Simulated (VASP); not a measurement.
# Ni (P6_3/mmc) in VASP: a series of runs, part 5 of 8

VASP 6.6.1. The steps go on from the part before.

## Step 61: Equation of state, PBE, collinear spin, ferromagnetic start, 10.89 Å³/atom

INCAR reads:

```
SYSTEM = Ni
PREC     = Accurate       ! precision mode
ENCUT    = 450            ! plane-wave cutoff, eV
EDIFF    = 1E-6           ! SCF threshold, eV
ISMEAR   = 0              ! smearing method
SIGMA    = 0.1            ! smearing width, eV
LREAL    = .False.        ! projectors in reciprocal space
LASPH    = .False.        ! aspherical terms in the spheres
NELM     = 100            ! most SCF steps
ALGO     = Normal         ! electronic algorithm
ISIF     = 2              ! what is computed and relaxed
LWAVE    = .False.        ! write WAVECAR
LCHARG   = .False.        ! write CHGCAR
ISPIN    = 2              ! spin polarisation
MAGMOM   = 1 1            ! initial moments
LORBIT   = 11             ! projections on sites
LMAXMIX  = 4              ! l up to which the mixer works
GGA      = PE             ! functional
ADDGRID  = .False.
```

KPOINTS reads:

```
regular mesh
0
Gamma
  13 13 7
  0 0 0
```

POSCAR reads:

```
Ni
1.0
    2.4722623247      0.0000000000      0.0000000000
   -1.2361311623      2.1410419781      0.0000000000
    0.0000000000      0.0000000000      4.1131350201
Ni
2
Direct
    0.6666666667      0.3333333333      0.7500000000
    0.3333333333      0.6666666667      0.2500000000
```

On the command line:

```bash
$ cat potpaw_PBE.64/Ni/POTCAR > POTCAR
$ mpirun -np 1 vasp_std > vasp.out
```

Wall time 16 s (1 thread of AMD EPYC 9R45 (Zen 5), shared host); peak memory 0.12 GiB.

The run converged, but some of its settings lie outside the range that counts as converged, so its numbers aren't taken as properties of the crystal.

Results:

| Quantity | Value |
| --- | --- |
| Free energy | -10.8975 eV |
| Pressure | 0.4 GPa |
| Band gap on the k mesh | none (metal or under the smearing width) |
| Net moment | 1.25 μB per cell |
| Site moments | Ni +0.64 μB |
| Valence electrons inside the program's atomic spheres | Ni 9.31 |

## Step 62: Equation of state, PBE, collinear spin, ferromagnetic start, 10.25 Å³/atom

INCAR: that of step 61 with these lines changed.

```diff
@@ -1,9 +1,9 @@
 SYSTEM = Ni
-PREC     = Accurate       ! precision mode
+PREC     = Normal         ! precision mode
 ENCUT    = 450            ! plane-wave cutoff, eV
-EDIFF    = 1E-6           ! SCF threshold, eV
+EDIFF    = 1E-4           ! SCF threshold, eV
 ISMEAR   = 0              ! smearing method
 SIGMA    = 0.1            ! smearing width, eV
-LREAL    = .False.        ! projectors in reciprocal space
-LASPH    = .False.        ! aspherical terms in the spheres
+LREAL    = Auto         
+LASPH    = .True.         ! aspherical terms in the spheres
 NELM     = 100            ! most SCF steps
```

KPOINTS is that of step 61.

POSCAR reads:

```
Ni
1.0
    2.4232937031      0.0000000000      0.0000000000
   -1.2116468515      2.0986339077      0.0000000000
    0.0000000000      0.0000000000      4.0316652867
Ni
2
Direct
    0.6666666667      0.3333333333      0.7500000000
    0.3333333333      0.6666666667      0.2500000000
```

On the command line:

```bash
$ cat potpaw_PBE.64/Ni/POTCAR > POTCAR
$ mpirun -np 1 vasp_std > vasp.out
```

Run time: 14 s. Hardware: 1 thread of AMD EPYC 9R45 (Zen 5), shared host; peak memory 0.11 GiB.

These settings aren't checked as converged: the numbers below hold their error.

Results:

* Free energy: -10.8447 eV
* Pressure: 13.9 GPa
* Band gap on the k mesh: none (metal or under the smearing width)
* Net moment: 1.23 μB per cell
* Site moments: Ni +0.62 μB
* Valence electrons inside the program's atomic spheres: Ni 9.42

## Step 63: Equation of state, PBE, collinear spin, ferromagnetic start, 10.89 Å³/atom

INCAR is that of step 62.

KPOINTS is that of step 62.

POSCAR reads:

```
Ni
1.0
    2.4722623247      0.0000000000      0.0000000000
   -1.2361311623      2.1410419781      0.0000000000
    0.0000000000      0.0000000000      4.1131350201
Ni
2
Direct
    0.6666666667      0.3333333333      0.7500000000
    0.3333333333      0.6666666667      0.2500000000
```

Potentials or basis: VASP PAW PBE potentials, release 64 (Ni).

On the command line:

```bash
$ cat potpaw_PBE.64/Ni/POTCAR > POTCAR
$ mpirun -np 1 vasp_std > vasp.out
```

It took 14 s on 1 thread of AMD EPYC 9R45 (Zen 5), shared host; peak memory 0.11 GiB.

The run converged, but some of its settings lie outside the range that counts as converged, so its numbers aren't taken as properties of the crystal.

What came out:

```yaml
Free_energy: -10.9005 eV
Pressure: 0.3 GPa
Band_gap_on_the_k_mesh: none (metal or under the smearing width)
Net_moment: 1.25 μB per cell
Site_moments: Ni +0.64 μB
Valence_electrons_inside_the_program's_atomic_spheres: Ni 9.31
```

## Step 64: Equation of state, PBE, collinear spin, ferromagnetic start, 10.25 Å³/atom

INCAR: that of step 63 with these lines changed.

```diff
@@ -1,8 +1,8 @@
 SYSTEM = Ni
-PREC     = Normal         ! precision mode
-ENCUT    = 450            ! plane-wave cutoff, eV
-EDIFF    = 1E-4           ! SCF threshold, eV
+PREC     = Accurate       ! precision mode
+ENCUT    = 700            ! plane-wave cutoff, eV
+EDIFF    = 1E-6           ! SCF threshold, eV
 ISMEAR   = 0              ! smearing method
 SIGMA    = 0.1            ! smearing width, eV
-LREAL    = Auto         
+LREAL    = .False.        ! projectors in reciprocal space
 LASPH    = .True.         ! aspherical terms in the spheres
```

KPOINTS reads:

```
regular mesh
0
Gamma
  11 11 6
  0 0 0
```

POSCAR reads:

```
Ni
1.0
    2.4232937031      0.0000000000      0.0000000000
   -1.2116468515      2.0986339077      0.0000000000
    0.0000000000      0.0000000000      4.0316652867
Ni
2
Direct
    0.6666666667      0.3333333333      0.7500000000
    0.3333333333      0.6666666667      0.2500000000
```

On the command line:

```bash
$ cat potpaw_PBE.64/Ni/POTCAR > POTCAR
$ mpirun -np 1 vasp_std > vasp.out
```

Run time: 29 s. Hardware: 1 thread of AMD EPYC 9R45 (Zen 5), shared host; peak memory 0.16 GiB.

These settings aren't checked as converged: the numbers below hold their error.

What came out:

* Free energy: -10.8424 eV
* Pressure: 14.0 GPa
* Band gap on the k mesh: none (metal or under the smearing width)
* Net moment: 1.12 μB per cell
* Site moments: Ni +0.57 μB
* Valence electrons inside the program's atomic spheres: Ni 9.43

## Step 65: Equation of state, PBE, collinear spin, ferromagnetic start, 10.89 Å³/atom

INCAR is that of step 64.

KPOINTS is that of step 64.

POSCAR reads:

```
Ni
1.0
    2.4722623247      0.0000000000      0.0000000000
   -1.2361311623      2.1410419781      0.0000000000
    0.0000000000      0.0000000000      4.1131350201
Ni
2
Direct
    0.6666666667      0.3333333333      0.7500000000
    0.3333333333      0.6666666667      0.2500000000
```

On the command line:

```bash
$ cat potpaw_PBE.64/Ni/POTCAR > POTCAR
$ mpirun -np 1 vasp_std > vasp.out
```

Run time: 26 s. Hardware: 1 thread of AMD EPYC 9R45 (Zen 5), shared host; peak memory 0.17 GiB.

These settings aren't checked as converged: the numbers below hold their error.

Results:

```
Free energy                                           : -10.8963 eV
Pressure                                              : 0.3 GPa
Band gap on the k mesh                                : none (metal or under the smearing width)
Net moment                                            : 1.14 μB per cell
Site moments                                          : Ni +0.58 μB
Valence electrons inside the program's atomic spheres : Ni 9.31
```

## Step 66: Equation of state, PBE, collinear spin, ferromagnetic start, 10.25 Å³/atom

INCAR: that of step 65 with these lines changed.

```diff
@@ -2,3 +2,3 @@
 PREC     = Accurate       ! precision mode
-ENCUT    = 700            ! plane-wave cutoff, eV
+ENCUT    = 250            ! plane-wave cutoff, eV
 EDIFF    = 1E-6           ! SCF threshold, eV
```

KPOINTS reads:

```
regular mesh
0
Gamma
  19 19 10
  0 0 0
```

POSCAR reads:

```
Ni
1.0
    2.4232937031      0.0000000000      0.0000000000
   -1.2116468515      2.0986339077      0.0000000000
    0.0000000000      0.0000000000      4.0316652867
Ni
2
Direct
    0.6666666667      0.3333333333      0.7500000000
    0.3333333333      0.6666666667      0.2500000000
```

Potentials or basis: VASP PAW PBE potentials, release 64 (Ni).

On the command line:

```bash
$ cat potpaw_PBE.64/Ni/POTCAR > POTCAR
$ mpirun -np 1 vasp_std > vasp.out
```

It took 19 s on 1 thread of AMD EPYC 9R45 (Zen 5), shared host; peak memory 0.11 GiB.

The run converged, but a check on its numbers failed (symmetry, net force, bounds or a known fault of this set-up), so they aren't taken as properties of the crystal.

Caveat: the cutoff lies under the usual one of these potentials, so the numbers hold a large basis-set error.

## Step 67: Equation of state, PBE, collinear spin, ferromagnetic start, 10.89 Å³/atom

INCAR is that of step 66.

KPOINTS is that of step 66.

POSCAR reads:

```
Ni
1.0
    2.4722623247      0.0000000000      0.0000000000
   -1.2361311623      2.1410419781      0.0000000000
    0.0000000000      0.0000000000      4.1131350201
Ni
2
Direct
    0.6666666667      0.3333333333      0.7500000000
    0.3333333333      0.6666666667      0.2500000000
```

On the command line:

```bash
$ cat potpaw_PBE.64/Ni/POTCAR > POTCAR
$ mpirun -np 1 vasp_std > vasp.out
```

Wall time 24 s (1 thread of AMD EPYC 9R45 (Zen 5), shared host); peak memory 0.12 GiB.

The run converged, but a check on its numbers failed (symmetry, net force, bounds or a known fault of this set-up), so they aren't taken as properties of the crystal.

Caveat: the cutoff lies under the usual one of these potentials, so the numbers hold a large basis-set error.

## Step 68: Equation of state, PBE, collinear spin, ferromagnetic start, 10.25 Å³/atom

INCAR: that of step 67 with these lines changed.

```diff
@@ -2,3 +2,3 @@
 PREC     = Accurate       ! precision mode
-ENCUT    = 250            ! plane-wave cutoff, eV
+ENCUT    = 350            ! plane-wave cutoff, eV
 EDIFF    = 1E-6           ! SCF threshold, eV
```

KPOINTS reads:

```
regular mesh
0
Gamma
  16 16 9
  0 0 0
```

POSCAR reads:

```
Ni
1.0
    2.4232937031      0.0000000000      0.0000000000
   -1.2116468515      2.0986339077      0.0000000000
    0.0000000000      0.0000000000      4.0316652867
Ni
2
Direct
    0.6666666667      0.3333333333      0.7500000000
    0.3333333333      0.6666666667      0.2500000000
```

On the command line:

```bash
$ cat potpaw_PBE.64/Ni/POTCAR > POTCAR
$ mpirun -np 1 vasp_std > vasp.out
```

Run time: 22 s. Hardware: 1 thread of AMD EPYC 9R45 (Zen 5), shared host; peak memory 0.12 GiB.

These settings aren't checked as converged: the numbers below hold their error.

Results:

* Free energy: -10.8516 eV
* Pressure: 13.5 GPa
* Band gap on the k mesh: none (metal or under the smearing width)
* Net moment: 1.17 μB per cell
* Site moments: Ni +0.59 μB
* Valence electrons inside the program's atomic spheres: Ni 9.42

## Step 69: Equation of state, PBE, collinear spin, ferromagnetic start, 10.89 Å³/atom

INCAR is that of step 68.

KPOINTS is that of step 68.

POSCAR reads:

```
Ni
1.0
    2.4722623247      0.0000000000      0.0000000000
   -1.2361311623      2.1410419781      0.0000000000
    0.0000000000      0.0000000000      4.1131350201
Ni
2
Direct
    0.6666666667      0.3333333333      0.7500000000
    0.3333333333      0.6666666667      0.2500000000
```

Potentials or basis: VASP PAW PBE potentials, release 64 (Ni).

On the command line:

```bash
$ cat potpaw_PBE.64/Ni/POTCAR > POTCAR
$ mpirun -np 1 vasp_std > vasp.out
```

It took 22 s on 1 thread of AMD EPYC 9R45 (Zen 5), shared host; peak memory 0.13 GiB.

The run converged, but some of its settings lie outside the range that counts as converged, so its numbers aren't taken as properties of the crystal.

Results:

| Property | Result |
| --- | --- |
| Free energy | -10.9060 eV |
| Pressure | 0.0 GPa |
| Band gap on the k mesh | none (metal or under the smearing width) |
| Net moment | 1.21 μB per cell |
| Site moments | Ni +0.62 μB |
| Valence electrons inside the program's atomic spheres | Ni 9.30 |

## Step 70: Equation of state, PBE, collinear spin, ferromagnetic start, 10.25 Å³/atom

INCAR: that of step 69 with these lines changed.

```diff
@@ -2,3 +2,3 @@
 PREC     = Accurate       ! precision mode
-ENCUT    = 350            ! plane-wave cutoff, eV
+ENCUT    = 550            ! plane-wave cutoff, eV
 EDIFF    = 1E-6           ! SCF threshold, eV
```

KPOINTS reads:

```
regular mesh
0
Gamma
  13 13 7
  0 0 0
```

POSCAR reads:

```
Ni
1.0
    2.4232937031      0.0000000000      0.0000000000
   -1.2116468515      2.0986339077      0.0000000000
    0.0000000000      0.0000000000      4.0316652867
Ni
2
Direct
    0.6666666667      0.3333333333      0.7500000000
    0.3333333333      0.6666666667      0.2500000000
```

On the command line:

```bash
$ cat potpaw_PBE.64/Ni/POTCAR > POTCAR
$ mpirun -np 1 vasp_std > vasp.out
```

Wall time 21 s (1 thread of AMD EPYC 9R45 (Zen 5), shared host); peak memory 0.14 GiB.

The run converged, but some of its settings lie outside the range that counts as converged, so its numbers aren't taken as properties of the crystal.

Results:

| Item | Value |
| --- | --- |
| Free energy | -10.8423 eV |
| Pressure | 14.2 GPa |
| Band gap on the k mesh | none (metal or under the smearing width) |
| Net moment | 1.23 μB per cell |
| Site moments | Ni +0.62 μB |
| Valence electrons inside the program's atomic spheres | Ni 9.42 |

## Step 71: Equation of state, PBE, collinear spin, ferromagnetic start, 10.89 Å³/atom

INCAR is that of step 70.

KPOINTS is that of step 70.

POSCAR reads:

```
Ni
1.0
    2.4722623247      0.0000000000      0.0000000000
   -1.2361311623      2.1410419781      0.0000000000
    0.0000000000      0.0000000000      4.1131350201
Ni
2
Direct
    0.6666666667      0.3333333333      0.7500000000
    0.3333333333      0.6666666667      0.2500000000
```

On the command line:

```bash
$ cat potpaw_PBE.64/Ni/POTCAR > POTCAR
$ mpirun -np 1 vasp_std > vasp.out
```

It took 21 s on 1 thread of AMD EPYC 9R45 (Zen 5), shared host; peak memory 0.14 GiB.

These settings aren't checked as converged: the numbers below hold their error.

What came out:

```yaml
Free_energy: -10.8984 eV
Pressure: 0.5 GPa
Band_gap_on_the_k_mesh: none (metal or under the smearing width)
Net_moment: 1.25 μB per cell
Site_moments: Ni +0.64 μB
Valence_electrons_inside_the_program's_atomic_spheres: Ni 9.31
```

## Step 72: Equation of state, PBE, collinear spin, ferromagnetic start, 10.25 Å³/atom

INCAR: that of step 71 with these lines changed.

```diff
@@ -2,3 +2,3 @@
 PREC     = Accurate       ! precision mode
-ENCUT    = 550            ! plane-wave cutoff, eV
+ENCUT    = 400            ! plane-wave cutoff, eV
 EDIFF    = 1E-6           ! SCF threshold, eV
```

KPOINTS reads:

```
regular mesh
0
Gamma
  16 16 9
  0 0 0
```

POSCAR reads:

```
Ni
1.0
    2.4232937031      0.0000000000      0.0000000000
   -1.2116468515      2.0986339077      0.0000000000
    0.0000000000      0.0000000000      4.0316652867
Ni
2
Direct
    0.6666666667      0.3333333333      0.7500000000
    0.3333333333      0.6666666667      0.2500000000
```

Potentials or basis: VASP PAW PBE potentials, release 64 (Ni).

On the command line:

```bash
$ cat potpaw_PBE.64/Ni/POTCAR > POTCAR
$ mpirun -np 1 vasp_std > vasp.out
```

Wall time 25 s (1 thread of AMD EPYC 9R45 (Zen 5), shared host); peak memory 0.13 GiB.

The run converged, but some of its settings lie outside the range that counts as converged, so its numbers aren't taken as properties of the crystal.

Results:

```yaml
Free_energy: -10.8410 eV
Pressure: 13.5 GPa
Band_gap_on_the_k_mesh: none (metal or under the smearing width)
Net_moment: 1.17 μB per cell
Site_moments: Ni +0.59 μB
Valence_electrons_inside_the_program's_atomic_spheres: Ni 9.42
```

## Step 73: Equation of state, PBE, collinear spin, ferromagnetic start, 10.89 Å³/atom

INCAR is that of step 72.

KPOINTS is that of step 72.

POSCAR reads:

```
Ni
1.0
    2.4722623247      0.0000000000      0.0000000000
   -1.2361311623      2.1410419781      0.0000000000
    0.0000000000      0.0000000000      4.1131350201
Ni
2
Direct
    0.6666666667      0.3333333333      0.7500000000
    0.3333333333      0.6666666667      0.2500000000
```

On the command line:

```bash
$ cat potpaw_PBE.64/Ni/POTCAR > POTCAR
$ mpirun -np 1 vasp_std > vasp.out
```

Run time: 23 s. Hardware: 1 thread of AMD EPYC 9R45 (Zen 5), shared host; peak memory 0.13 GiB.

These settings aren't checked as converged: the numbers below hold their error.

Results:

```
Free energy                                           : -10.8961 eV
Pressure                                              : -0.1 GPa
Band gap on the k mesh                                : none (metal or under the smearing width)
Net moment                                            : 1.21 μB per cell
Site moments                                          : Ni +0.62 μB
Valence electrons inside the program's atomic spheres : Ni 9.31
```

## Step 74: Equation of state, PBE, collinear spin, ferromagnetic start, 10.25 Å³/atom

INCAR: that of step 73 with these lines changed.

```diff
@@ -2,3 +2,3 @@
 PREC     = Accurate       ! precision mode
-ENCUT    = 400            ! plane-wave cutoff, eV
+ENCUT    = 700            ! plane-wave cutoff, eV
 EDIFF    = 1E-6           ! SCF threshold, eV
```

KPOINTS reads:

```
regular mesh
0
Gamma
  13 13 7
  0 0 0
```

POSCAR reads:

```
Ni
1.0
    2.4232937031      0.0000000000      0.0000000000
   -1.2116468515      2.0986339077      0.0000000000
    0.0000000000      0.0000000000      4.0316652867
Ni
2
Direct
    0.6666666667      0.3333333333      0.7500000000
    0.3333333333      0.6666666667      0.2500000000
```

On the command line:

```bash
$ cat potpaw_PBE.64/Ni/POTCAR > POTCAR
$ mpirun -np 1 vasp_std > vasp.out
```

Wall time 34 s (1 thread of AMD EPYC 9R45 (Zen 5), shared host); peak memory 0.17 GiB.

These settings aren't checked as converged: the numbers below hold their error.

Results:

```
Free energy                                           : -10.8418 eV
Pressure                                              : 14.2 GPa
Band gap on the k mesh                                : none (metal or under the smearing width)
Net moment                                            : 1.23 μB per cell
Site moments                                          : Ni +0.62 μB
Valence electrons inside the program's atomic spheres : Ni 9.42
```

## Step 75: Equation of state, PBE, collinear spin, ferromagnetic start, 10.89 Å³/atom

INCAR is that of step 74.

KPOINTS is that of step 74.

POSCAR reads:

```
Ni
1.0
    2.4722623247      0.0000000000      0.0000000000
   -1.2361311623      2.1410419781      0.0000000000
    0.0000000000      0.0000000000      4.1131350201
Ni
2
Direct
    0.6666666667      0.3333333333      0.7500000000
    0.3333333333      0.6666666667      0.2500000000
```

Potentials or basis: VASP PAW PBE potentials, release 64 (Ni).

On the command line:

```bash
$ cat potpaw_PBE.64/Ni/POTCAR > POTCAR
$ mpirun -np 1 vasp_std > vasp.out
```

Run time: 35 s. Hardware: 1 thread of AMD EPYC 9R45 (Zen 5), shared host; peak memory 0.18 GiB.

The run converged, but some of its settings lie outside the range that counts as converged, so its numbers aren't taken as properties of the crystal.

Results:

* Free energy: -10.8979 eV
* Pressure: 0.5 GPa
* Band gap on the k mesh: none (metal or under the smearing width)
* Net moment: 1.25 μB per cell
* Site moments: Ni +0.64 μB
* Valence electrons inside the program's atomic spheres: Ni 9.31

## Step 76: Equation of state, PBE, collinear spin, ferromagnetic start, 10.25 Å³/atom

INCAR: that of step 75 with these lines changed.

```diff
@@ -2,3 +2,3 @@
 PREC     = Accurate       ! precision mode
-ENCUT    = 700            ! plane-wave cutoff, eV
+ENCUT    = 450            ! plane-wave cutoff, eV
 EDIFF    = 1E-6           ! SCF threshold, eV
```

KPOINTS reads:

```
regular mesh
0
Gamma
  16 16 9
  0 0 0
```

POSCAR reads:

```
Ni
1.0
    2.4232937031      0.0000000000      0.0000000000
   -1.2116468515      2.0986339077      0.0000000000
    0.0000000000      0.0000000000      4.0316652867
Ni
2
Direct
    0.6666666667      0.3333333333      0.7500000000
    0.3333333333      0.6666666667      0.2500000000
```

On the command line:

```bash
$ cat potpaw_PBE.64/Ni/POTCAR > POTCAR
$ mpirun -np 1 vasp_std > vasp.out
```

It took 30 s on 1 thread of AMD EPYC 9R45 (Zen 5), shared host; peak memory 0.14 GiB.

These settings aren't checked as converged: the numbers below hold their error.

Results:

| Quantity | Value |
| --- | --- |
| Free energy | -10.8389 eV |
| Pressure | 13.8 GPa |
| Band gap on the k mesh | none (metal or under the smearing width) |
| Net moment | 1.17 μB per cell |
| Site moments | Ni +0.59 μB |
| Valence electrons inside the program's atomic spheres | Ni 9.42 |

## Step 77: Equation of state, PBE, collinear spin, ferromagnetic start, 10.89 Å³/atom

INCAR is that of step 76.

KPOINTS is that of step 76.

POSCAR reads:

```
Ni
1.0
    2.4722623247      0.0000000000      0.0000000000
   -1.2361311623      2.1410419781      0.0000000000
    0.0000000000      0.0000000000      4.1131350201
Ni
2
Direct
    0.6666666667      0.3333333333      0.7500000000
    0.3333333333      0.6666666667      0.2500000000
```

On the command line:

```bash
$ cat potpaw_PBE.64/Ni/POTCAR > POTCAR
$ mpirun -np 1 vasp_std > vasp.out
```

Wall time 30 s (1 thread of AMD EPYC 9R45 (Zen 5), shared host); peak memory 0.14 GiB.

The run converged, but some of its settings lie outside the range that counts as converged, so its numbers aren't taken as properties of the crystal.

What came out:

- Free energy: -10.8939 eV
- Pressure: 0.3 GPa
- Band gap on the k mesh: none (metal or under the smearing width)
- Net moment: 1.21 μB per cell
- Site moments: Ni +0.62 μB
- Valence electrons inside the program's atomic spheres: Ni 9.31

(Continued in part 6 of 8.)
